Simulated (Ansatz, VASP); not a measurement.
## Two plane-wave programs on Ti

The input INCAR:

```
PREC = Accurate ; ENCUT = 520
EDIFF = 1E-6 ; ISMEAR = -1
SIGMA = 0.1 ; LREAL = False
LASPH = True ; NELM = 60
ALGO = Normal ; ISIF = 2
LWAVE = False ; LCHARG = True
GGA = B5 ; ALDAX = 1.0
AGGAX = 1.0 ; AGGAC = 1.0
ALDAC = 0.0 ; LELF = True
LVHAR = True ; NBANDS = 12
```

File KPOINTS:

```
Automatic mesh
0
Gamma
  15 15 15
```

File POSCAR:

```
Ti
1.0
   -1.5968427275      1.5968427275      1.5968427275
    1.5968427275     -1.5968427275      1.5968427275
    1.5968427275      1.5968427275     -1.5968427275
Ti
1
Direct
    0.0000000000      0.0000000000      0.0000000000
```

Input for Ansatz:

```yaml
crystal:
  lattice:
    - [-1.5968427275, 1.5968427275, 1.5968427275]
    - [1.5968427275, -1.5968427275, 1.5968427275]
    - [1.5968427275, 1.5968427275, -1.5968427275]
  atoms:
    - { symbol: Ti, position: [0.0, 0.0, 0.0] }
hamiltonian:
  xc: blyp
  pseudopotentials:
    kind: paw
    azcp:
      Ti: "pseudopotentials/Ti.paw.azcp"
basis:
  ecutwfc: 420
  fft_grid_basis: typed
kpoints:
  mp_grid: { grid: [15, 15, 15], shift: [0, 0, 0] }
magnetization:
  spin_polarized: false
scf:
  occupations: { method: fermi_dirac, width: 0.1 }
  lower_state_search: "off"
output:
  stress: true
```

Alike in both runs: task single point; functional BLYP; k mesh 15 × 15 × 15; occupations fermi-dirac, width 0.1 eV; no spin polarisation.

|  | VASP | Ansatz |
| --- | --- | --- |
| version | VASP 6.6.1 | Ansatz 0.2.0 |
| potentials or method | VASP PAW PBE potentials, release 64 (Ti_sv) | plane waves (420 eV) with PAW, scalar-relativistic |
| plane-wave cutoff (eV) | 520 | 420 |
| valence electrons in the cell | 12 | 12 |

```tsv
	VASP	Ansatz	Ansatz less VASP
pressure (GPa)	9.5	9.5	+0.06
```

The functional is the same, so the differences come from potentials, cutoffs and numerics.

Caveats: the PAW data sets were made with another functional, which shifts forces and pressure a little (VASP).
